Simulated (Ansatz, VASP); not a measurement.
TiTe2: VASP beside Ansatz

```xyz
3
Lattice="3.8511 0.0000 0.0000 -1.9255 3.3351 0.0000 0.0000 0.0000 6.6254" Properties=species:S:1:pos:R:3 pbc="T T T"
Te    0.0000    2.2234    4.8843
Te    1.9255    1.1117    1.7412
Ti    0.0000    0.0000    0.0000
```

Alike in both runs: task single point; functional PBE; k mesh 8 × 8 × 4; occupations fermi-dirac, width 0.05 eV; no spin polarisation.

```csv
,VASP,Ansatz
version,VASP 6.6.1,Ansatz 0.2.0
potentials or method,"VASP PAW PBE potentials, release 64 (Te, Ti_sv)",Ansatz PAW
plane-wave cutoff (eV),520,420
valence electrons in the cell,24,44
```

VASP gave:

```
gap on the k mesh at the Fermi level (eV)       : none
pressure (GPa)                                  : -2.5
largest component of the traceless stress (GPa) : 0.11
rms of the force components (eV/Å)              : 0.207
```

Problem. Estimate Ansatz's values.

Solution. gap on the k mesh at the Fermi level (eV): none; pressure (GPa): -2.5; largest component of the traceless stress (GPa): 0.10; rms of the force components (eV/Å): 0.212.

Atom by atom the forces differ by 0.005 eV/Å (rms over components). A gap of «none» marks a metal or a gap that the smearing closes. The two sets of potentials don't hold the same shells in valence.

Caveats: this functional lacks dispersion, which binds the layers, so the pressure and a relaxed spacing across them are unreliable. Spin-orbit coupling is left out, which matters for the levels of Te.
